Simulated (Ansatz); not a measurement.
## ZrB2 under changes of volume

One of the cells (10.249 Å³/atom); the others are scaled copies at fixed shape and fractional positions:

```xyz
3
Lattice="3.1700 0.0000 0.0000 -1.5850 2.7453 0.0000 0.0000 0.0000 3.5330" Properties=species:S:1:pos:R:3 pbc="T T T"
Zr    0.0000    0.0000    0.0000
B     1.5850    0.9151    1.7665
B     0.0000    1.8302    1.7665
```

| Quantity | Value |
| --- | --- |
| Program | Ansatz 0.2.0 |
| Functional | PBEsol |
| Potentials or basis | all-electron LAPW, scalar-relativistic |
| Cutoff | 255 eV (chosen from the basis error) |
| Basis error allowed | 0.002 eV/atom |
| k mesh | 10 × 10 × 8 |
| Occupations | fermi-dirac, width 0.05 eV |
| Spin | no spin polarisation |

| volume (Å³/atom) | energy over the lowest point (meV/atom) | pressure (GPa) |
| --- | --- | --- |
| 9.634 | ? | ? |
| 9.839 | 4.54 | 6.3 |
| 10.044 | 0.00 | 0.9 |
| 10.249 | 2.09 | -4.1 |
| 10.454 | 10.19 | -8.5 |
| 10.659 | 23.72 | -12.6 |
| 10.864 | 42.18 | -16.2 |

Task: What does the run at 9.634 Å³/atom give?

Result: Energy over the lowest point 16.40 meV/atom; pressure 12.3 GPa.

Worked out: A Birch-Murnaghan fit of order 3 (a polynomial in V^(-2/3)) to the other rows has its minimum at 10.08 Å³/atom with B0 = V·E''(V) = 250 GPa and B' = 3.9 at fixed shape and positions, which overstates the stiffness. It gives 16.41 meV/atom at 9.634 Å³/atom, against the run's 16.40, and -dE/dV = 12.3 GPa, against 12.3.

Energies are extrapolated to zero smearing.
